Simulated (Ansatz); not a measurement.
# AlCo3: tests of the settings

The task, for AlCo3: see how the k-point mesh shifted by half a step moves the results.

Program: Ansatz 0.2.0. Level of theory: DFT r2SCAN, scalar-relativistic, plane waves, PAW. These are calculated values, not measurements.

2 further runs of the same task are left out: 1 that didn't finish, 1 set aside as unsound or not needed. Runs told in other sessions of the task aren't counted.

## 1. The system as given

The structure is cubic, space group Pm-3m (No. 221). Conventional cell: a = 3.575 Å, b = 3.575 Å, c = 3.575 Å, α = 90.00°, β = 90.00°, γ = 90.00°. Al (site symmetry m-3m) has 12 Co at 2.53 Å in its first shell of neighbours. Co (site symmetry 4/mmm) has 4 Al at 2.53 Å and 8 Co at 2.53 Å in its first shell of neighbours.

As a file:

```xyz
4
Lattice="3.5749 0.0000 0.0000 0.0000 3.5749 0.0000 0.0000 0.0000 3.5749" Properties=species:S:1:pos:R:3 pbc="T T T"
Al    0.0000    0.0000    0.0000
Co    1.7875    1.7875    0.0000
Co    1.7875    0.0000    1.7875
Co    0.0000    1.7875    1.7875
```

The structure comes from the Materials Project (structure only); it is used as listed.

## 2. The base input

input.yaml reads:

```yaml
crystal:
  lattice:
    - [3.574948, 0.0, 0.0]
    - [0.0, 3.574948, 0.0]
    - [0.0, 0.0, 3.574948]
  atoms:
    - { symbol: Al, position: [0.0, 0.0, 0.0] }
    - { symbol: Co, position: [0.5, 0.5, 0.0], spin: 1.81 }
    - { symbol: Co, position: [0.5, 0.0, 0.5], spin: 1.81 }
    - { symbol: Co, position: [0.0, 0.5, 0.5], spin: 1.81 }
basis:
  ecutwfc: 500
kpoints:
  mp_grid: { grid: [12, 12, 12] }
hamiltonian:
  xc: r2scan
scf:
  occupations: { method: gaussian, width: 0.1 }
output:
  forces: true
  stress: true
  eigenvalues: true
  populations: true
  write_density: true
  write_potential: true
  elf: true
  volumetric_format: npy
magnetization:
  spin_polarized: true
```

It was run beforehand and gave: -3983.9308 eV/atom at zero smearing, pressure 1.50 GPa, largest force 0.000 eV/Å, no gap on the mesh, site moments Al -0.06, Co +1.60 (×3) μB, in 21 SCF cycles and 3.1 min.

## 3. K-point mesh shifted by half a step set to 6×6×6

input.yaml reads:

```yaml
crystal:
  lattice:
    - [3.574948, 0.0, 0.0]
    - [0.0, 3.574948, 0.0]
    - [0.0, 0.0, 3.574948]
  atoms:
    - { symbol: Al, position: [0.0, 0.0, 0.0] }
    - { symbol: Co, position: [0.5, 0.5, 0.0], spin: 1.76 }
    - { symbol: Co, position: [0.5, 0.0, 0.5], spin: 1.76 }
    - { symbol: Co, position: [0.0, 0.5, 0.5], spin: 1.76 }
basis:
  ecutwfc: 500
kpoints:
  mp_grid: { grid: [6, 6, 6], shift: [0.5, 0.5, 0.5] }
hamiltonian:
  xc: r2scan
scf:
  occupations: { method: gaussian, width: 0.1 }
output:
  forces: true
  stress: true
  eigenvalues: true
  populations: true
magnetization:
  spin_polarized: true
```

Run with:

```console
ansatz run input.yaml --threads 1 --pin off --max-ram 2560MiB --backend cpu --events-out ev --progress --plain --runs-dir out
```

## 4. K-point mesh shifted by half a step set to 8×8×8

Edit input.yaml of step 3 so:

```diff
@@ -13,3 +13,3 @@
 kpoints:
-  mp_grid: { grid: [6, 6, 6], shift: [0.5, 0.5, 0.5] }
+  mp_grid: { grid: [8, 8, 8], shift: [0.5, 0.5, 0.5] }
 hamiltonian:
```

## 5. K-point mesh shifted by half a step: 10×10×10

Edit input.yaml of step 4 so:

```diff
@@ -13,3 +13,3 @@
 kpoints:
-  mp_grid: { grid: [8, 8, 8], shift: [0.5, 0.5, 0.5] }
+  mp_grid: { grid: [10, 10, 10], shift: [0.5, 0.5, 0.5] }
 hamiltonian:
```

(Steps that only read results are left out.)

**Question.** What does this series show? Wanted: largest energy shift, k-point mesh shifted by half a step.

**Answer**, as computed:

| quantity | value |
| --- | --- |
| largest energy shift, k-point mesh shifted by half a step | -2.78 meV/atom at 6×6×6 |

**Reading.** The densest shifted mesh lands 0.49 meV/atom from the base run. The cell's moment varies from 4.44 to 4.55 μB over the series. Other magnetic orders or occupations could lie lower; they were not searched in full.
